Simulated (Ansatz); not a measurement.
# TiO2 (P3_121) in Ansatz: band structure with revPBE

Aim: the band structure of TiO2 with revPBE.

Program: Ansatz 0.2.0. These are calculated values, not measurements. Logs are shortened: lines on timing, memory, paths and dates and some standing lists are left out, and cuts for length are marked.

## (1) The crystal as given

It takes space group P3_121 (No. 152, trigonal). The conventional cell has a = 5.582 Å, b = 5.582 Å, c = 6.082 Å, α = 90.00°, β = 90.00°, γ = 120.00°. Ti (site symmetry 2) has 4 O at 1.81 to 1.82 Å as nearest neighbours. O (site symmetry 1) is surrounded by 2 Ti at 1.81 to 1.82 Å.

Measurements of this composition are mostly on another form, of space group No. 141.

## (2) Band structure, revPBE

File input.yaml:

```yaml
crystal:
  lattice:
    - [5.5822227355, 0.0, 0.0]
    - [-2.7911113678, 4.8343466985, 0.0]
    - [0.0, 0.0, 6.08246788]
  atoms:
    - { symbol: Ti, position: [0.46693675, 0.0, 0.3333333333] }
    - { symbol: Ti, position: [0.0, 0.46693675, 0.6666666667] }
    - { symbol: Ti, position: [0.53306325, 0.53306325, 0.0] }
    - { symbol: O, position: [0.58106572, 0.85143318, 0.1206639333] }
    - { symbol: O, position: [0.72963254, 0.14856682, 0.5460027333] }
    - { symbol: O, position: [0.27036746, 0.41893428, 0.7873306] }
    - { symbol: O, position: [0.85143318, 0.58106572, 0.8793360667] }
    - { symbol: O, position: [0.14856682, 0.72963254, 0.4539972667] }
    - { symbol: O, position: [0.41893428, 0.27036746, 0.2126694] }
hamiltonian:
  xc: revpbe
  pseudopotentials: { kind: paw }
kpoints:
  mp_grid: { grid: [6, 6, 5] }
  band_path:
    path:
      - [[0.0, 0.0, 0.0], [0.5, 0.0, 0.0], [0.3333333333, 0.3333333333, 0.0], [0.0, 0.0, 0.0], [0.0, 0.0, 0.5], [0.5, 0.0, 0.5], [0.3333333333, 0.3333333333, 0.5], [0.0, 0.0, 0.5]]
      - [[0.5, 0.0, 0.5], [0.5, 0.0, 0.0]]
      - [[0.3333333333, 0.3333333333, 0.0], [0.3333333333, 0.3333333333, 0.5]]
    npoints: 10
scf:
  occupations: { method: fermi_dirac, width: 0.05 }
  n_extra_bands: 22
output:
  forces: true
  stress: true
  eigenvalues: true
  fatbands: false
```

Potentials or basis: Ansatz PAW.

Started as:

```console
$ ansatz run input.yaml --threads 4 --pin off --max-ram 11264MiB --backend cpu --events-out ev --progress --plain --runs-dir out
```

What it wrote:

```text
Warning: RAYON_NUM_THREADS=4 ignored (pool sized by the plan → 4); use --threads N
scf.n_extra_bands = 22 over 36 filled bands (N_el = 72.0): the run solves 58 bands
Engine: ansatz 0.2.0, x86_64-unknown-linux-gnu
Pseudopotentials: kind: paw
Pseudopotential: Ti, paw, valence charge 12, recommended cutoff 420 eV (normal), Ti.paw.azcp
Pseudopotential: O, paw, valence charge 6, recommended cutoff 420 eV (normal), O.paw.azcp
Functional definition: revPBE
  parameter kappa = 1.245
  parameter beta = 0.06672455060314922
  exchange = pbe_x(kappa = kappa, mu = beta*pi^2/3)
  correlation = pbe_c(beta = beta)
Crystal: 9 atoms, lattice volume = 164.144 Å³
Basis set: ecut = 420 eV, 3201 PW (Γ), exchange–correlation on 80×80×90 points (8 copies of the dense FFT grid, shifted against one another)
Bands: 58, of which v1, the nominal top of the filled ones, is band 36 counted from 1 (35 counted from 0)
Symmetry: 6 space group operations
Space group: P3121 (ITA 152), of the structure as read, at distance tolerance 5.5e-5 Å
k-points: 27 of 180 (time reversal used)
Non-local potential: Ti, projectors of the file, l = 0: 3, l = 1: 2, l = 2: 3, l = 3: 1
Non-local potential: O, projectors of the file, l = 0: 2, l = 1: 2, l = 2: 1
PAW form: soft (Blöchl's): semilocal exchange-correlation on the pseudo side does not see the compensation charge
PAW frozen core: Ti, regenerated for the run's functional, and the local potential with it (the file was generated under x = pbe(κ = 0.804, μ = 0.2195149727645171), c = pbe(β = 0.06672455060314922))
PAW frozen core: O, regenerated for the run's functional, and the local potential with it (the file was generated under x = pbe(κ = 0.804, μ = 0.2195149727645171), c = pbe(β = 0.06672455060314922))
PAW one-centre angular grid: Ti, 590 points (default); XC on 64 Gauss nodes
PAW one-centre angular grid: O, 110 points (default); XC on 64 Gauss nodes
Initial density: superposition of atomic densities (neutral atoms: chi_scale 0, normalization atom), corrected by the library's trained network
Initial wavefunctions: pseudopotential atomic-orbital guess
Functional: x = revpbe(κ = 1.245, μ = 0.2195149727645171), c = pbe(β = 0.06672455060314922)
SCF iter   1: F=—  HF=-10933.305266 eV  |F-HF|=—  |Δ(HF+E_count)|=         —  Δρ=4.23e-3  dr2=2.78e-2  ethr=1.77e-3  ⟨swp⟩=5.0  Hψ=6123  notcnv=0  defer=166
preconditioner: auto → Resta (q_TF=auto, 2.378 Å⁻¹)  ε∞=3.6  [insulator: Δε(μ)=3.682 eV  Ē_g=12.473 eV  σ=0.050 eV  W_gap=1.00  n_scr=28 (ndim 8)  ℏωp=20.1 eV  f_vac=0.300  D(μ)=0.00/eV (n_scr^D=0)  ε∞_Penn≈3.6]
SCF iter   2: F=—  HF=-10933.304199 eV  |F-HF|=—  |Δ(HF+E_count)|=   1.07e-3  Δρ=2.58e-3  dr2=8.88e-3  ethr=3.87e-5  ⟨swp⟩=2.7  Hψ=2332  notcnv=0  defer=274
SCF iter   3: F=—  HF=-10933.304673 eV  |F-HF|=—  |Δ(HF+E_count)|=   4.75e-4  Δρ=1.43e-3  dr2=3.89e-3  ethr=1.23e-5  ⟨swp⟩=2.0  Hψ=1840  notcnv=0  defer=274
SCF iter   4: F=—  HF=-10933.305021 eV  |F-HF|=—  |Δ(HF+E_count)|=   3.48e-4  Δρ=3.67e-4  dr2=2.39e-4  ethr=5.40e-6  ⟨swp⟩=2.0  Hψ=1649  notcnv=0  defer=274
SCF iter   5: F=—  HF=-10933.305284 eV  |F-HF|=—  |Δ(HF+E_count)|=   2.63e-4  Δρ=1.11e-4  dr2=1.75e-5  ethr=3.32e-7  ⟨swp⟩=2.0  Hψ=1642  notcnv=0  defer=274
SCF iter   6: F=—  HF=-10933.305400 eV  |F-HF|=—  |Δ(HF+E_count)|=   1.16e-4  Δρ=1.90e-5  dr2=5.49e-7  ethr=2.43e-8  ⟨swp⟩=2.0  Hψ=1811  notcnv=0  defer=274
SCF iter   7: F=-10933.305403 eV  HF=-10933.305403 eV  |F-HF|=1.72e-7  |Δ(HF+E_count)|=   2.69e-6  Δρ=5.65e-6  dr2=7.19e-8  ethr=1.39e-10  ⟨swp⟩=11.6  Hψ=7377  notcnv=0
SCF 1 converged in 7 iterations: F = -10933.305403 eV  dr2 = 7.19e-8
NSCF: frozen V_eff on 93 k-points
SCF converged after 7 iterations
Free energy (F): -10933.305403 eV
Harris-Foulkes:  -10933.305403 eV  (|F-HF|=1.72e-7)
Internal energy: -10933.305403 eV  (E = F + TS)
E sigma→0 (E₀):  -10933.305403 eV
Fermi energy:    3.428101 eV
--- Per-component energies (eV) ---
  E_band       = -1036.426808
  E_kinetic    = 1870.768413
  E_local      = -7715.240303  (includes V_loc(G=0)·N_el)
  E_nonlocal   = 292.517067
  E_hartree    = 3081.537427
  E_xc         = -738.655425
  E_vxc        = -932.122733  (∫ρ·V_xc dr)
  E_paw        = -4101.051566  (= ΣΔE_a)
  E_vpaw       = -715.433079  (= ΣTr[D̂ρ^β])
  E_aug_tail   = 0.014834  (compensation charges beyond the density's cutoff)
  E_ewald      = -3622.989623
  E_core_change = -0.206226  (= ΣΔE_core)
  E_smearing   = -0.000000  (= −TS)
  E_closure    = 0.000000  (closes the sum)
  Σ components = -10933.305403   (vs F -10933.305403, Δ=0.00e0)
--- Forces (eV/Å), atoms counted from 1 ---
  atom   1  Ti     0.00251039     0.00000000     0.00000000
  atom   2  Ti    -0.00125520     0.00217407     0.00000000
  atom   3  Ti    -0.00125520    -0.00217407    -0.00000000
  atom   4  O      0.07017836     0.11351536    -0.06727654
  atom   5  O      0.07017836    -0.11351536     0.06727654
  atom   6  O      0.06321801    -0.11753393    -0.06727654
  atom   7  O      0.06321801     0.11753393     0.06727654
  atom   8  O     -0.13339637     0.00401856    -0.06727654
  atom   9  O     -0.13339637    -0.00401856     0.06727654
  max |Σ_I F_I| component: 5.55e-17 eV/Å
--- Stress (GPa, compression-positive) ---
        3.273994      -0.000000       0.000000
       -0.000000       3.273994      -0.000000
        0.000000      -0.000000       3.328913
  P = ⅓ Tr σ = 3.2923 GPa (32.923 kbar)
--- Band table (eV; the first three rows and the last of 27) ---
  k-point 0: bands = ["-53.7597", "-53.7479", "-53.7479", "-30.1756", "-30.1473", "-30.1473", "-30.1223", "-30.1223", "-30.0247", "-30.0154", "-30.0067", "-30.0067", "-14.5250", "-13.9967", "-13.9967", "-13.8639", "-13.8639", "-13.8303", "-1.2631", "-1.2631", "-1.1933", "-1.0544", "-1.0544", "-0.9023", "-0.8153", "-0.6741", "-0.6741", "0.3300", "0.3300", "0.5075", "0.7066", "0.7591", "0.7591", "1.2696", "1.2762", "1.2762", "5.2264", "5.8009", "5.8009", "6.2191", "6.2191", "6.3717", "6.9017", "6.9017", "7.4386", "7.7247", "7.7684", "8.0071", "8.0071", "9.3568", "9.3568", "9.4103", "12.1783", "12.1783", "13.4838", "13.4838", "14.2191", "14.2237"]
  k-point 1: bands = ["-53.7590", "-53.7510", "-53.7455", "-30.1727", "-30.1506", "-30.1497", "-30.1398", "-30.0955", "-30.0264", "-30.0203", "-30.0159", "-29.9974", "-14.4924", "-14.1277", "-13.8990", "-13.8655", "-13.8589", "-13.8333", "-1.2623", "-1.2322", "-1.2083", "-1.1722", "-0.9408", "-0.9240", "-0.8085", "-0.7480", "-0.4730", "0.2183", "0.2837", "0.3896", "0.4627", "0.6768", "1.0435", "1.2945", "1.3651", "1.4247", "5.3152", "5.4642", "5.8272", "6.1469", "6.2090", "6.3634", "6.7160", "7.1299", "7.5412", "7.8085", "7.9960", "8.0689", "8.2429", "9.2089", "9.2666", "9.3110", "10.8964", "12.7862", "13.8266", "13.8514", "14.2911", "14.3146"]
  k-point 2: bands = ["-53.7571", "-53.7543", "-53.7442", "-30.1652", "-30.1583", "-30.1563", "-30.1440", "-30.0666", "-30.0412", "-30.0234", "-30.0217", "-29.9916", "-14.4015", "-14.2713", "-13.8661", "-13.8506", "-13.8466", "-13.8410", "-1.2514", "-1.2353", "-1.2351", "-1.1518", "-1.0429", "-0.9239", "-0.7866", "-0.5438", "-0.3157", "-0.0371", "0.1396", "0.1490", "0.5491", "0.6193", "1.0013", "1.5042", "1.5288", "1.5432", "5.2124", "5.5042", "5.6563", "6.0359", "6.0494", "6.1947", "6.9848", "7.2924", "7.3425", "8.2846", "8.3642", "8.5673", "8.6323", "8.8682", "9.0375", "9.0490", "9.6171", "12.8852", "14.1526", "14.4491", "14.4820", "14.6043"]
  k-point 26: bands = ["-53.7557", "-53.7506", "-53.7492", "-30.1761", "-30.1589", "-30.1536", "-30.1072", "-30.0960", "-30.0552", "-30.0131", "-30.0055", "-30.0036", "-14.3114", "-14.1233", "-14.0703", "-13.8578", "-13.8569", "-13.8514", "-1.2509", "-1.2168", "-1.1290", "-1.0686", "-1.0660", "-1.0354", "-0.5465", "-0.4097", "-0.3540", "-0.1725", "-0.0098", "-0.0089", "0.6495", "0.7392", "0.9425", "1.0721", "1.1532", "1.2606", "5.8576", "5.9645", "6.2436", "6.3502", "6.3619", "6.6008", "6.9178", "7.1628", "7.4113", "7.6430", "7.9119", "8.4620", "8.8013", "8.8131", "8.8775", "10.7686", "11.1295", "11.2348", "11.5939", "11.8750", "12.3306", "15.7990"]
```

It took 28 s on 4 threads of Intel Xeon at 2.50GHz (Skylake/Cascade Lake), shared host; peak memory 0.82 GiB.

What came out:

```yaml
Free_energy: -10933.3054 eV
Pressure: 3.3 GPa
Largest_force: 0.149 eV/Å
Band_gap_on_the_k_mesh: 3.66 eV, indirect (least direct gap 3.67 eV)
Band_gap_along_the_path: 3.59 eV, direct
```

Forces on the atoms (eV/Å):
```
Ti   0.003  0.000  0.000
Ti  -0.001  0.002  0.000
Ti  -0.001 -0.002  0.000
O    0.070  0.114 -0.067
O    0.070 -0.114  0.067
O    0.063 -0.118 -0.067
O    0.063  0.118  0.067
O   -0.133  0.004 -0.067
O   -0.133 -0.004  0.067
```

Levels at the corners of the path, in eV from the valence-band top:
| point | band 34 | band 35 | band 36 | band 37 | band 38 | band 39 |
| --- | --- | --- | --- | --- | --- | --- |
| Γ | -0.31 | -0.31 | -0.31 | 3.64 | 4.22 | 4.22 |
| M | -0.78 | -0.19 | -0.03 | 3.88 | 3.88 | 4.20 |
| K | -0.34 | -0.34 | -0.07 | 3.73 | 4.23 | 4.23 |
| Γ | -0.31 | -0.31 | -0.31 | 3.64 | 4.22 | 4.22 |
| A | -0.05 | -0.05 | 0.00 | 3.59 | 4.00 | 4.00 |
| L | -0.43 | -0.29 | -0.25 | 4.14 | 4.35 | 4.40 |
| H | -0.50 | -0.50 | -0.31 | 4.39 | 4.51 | 4.51 |
| A | -0.05 | -0.05 | 0.00 | 3.59 | 4.00 | 4.00 |
| L | -0.43 | -0.29 | -0.25 | 4.14 | 4.35 | 4.40 |
| M | -0.78 | -0.19 | -0.03 | 3.88 | 3.88 | 4.20 |
| K | -0.34 | -0.34 | -0.07 | 3.73 | 4.23 | 4.23 |
| H | -0.50 | -0.50 | -0.31 | 4.39 | 4.51 | 4.51 |

Caveat: the k mesh misses the band edges, so the gap on the mesh is wider than the one along the path; the pressure holds a Pulay correction of +0.4 GPa for the finite cutoff; the PAW data sets come from PBE, with cores solved anew for the run's functional, which leaves a small shift of forces and pressure.
